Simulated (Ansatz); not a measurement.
Cubic perovskite LaAlO₃ (cubic high-temperature phase), treated with PBE0 (PAW; Ansatz, an electronic-structure program).

Run with plane-wave cutoff 500 eV, 6×6×6 k mesh, gaussian smearing 0.02 eV, scalar-relativistic PAW data made under PBE.

The cell is the one relaxed with r²SCAN: a = b = c = 3.787 Å, α = β = γ = 90.00°.

Task: Estimate the band gap that the calculation returns.

Result: 
* **band gap**: 5.60 eV (on the SCF k mesh)

Note: held by symmetry at 0 K, a high-temperature phase can be a saddle point; cell and atoms aren't relaxed at this level (pressure -1.6 GPa).

Spin–orbit coupling is not included.

Static lattice: no zero-point or thermal effects.

It cost roughly 2.2 core-minutes of CPU time.
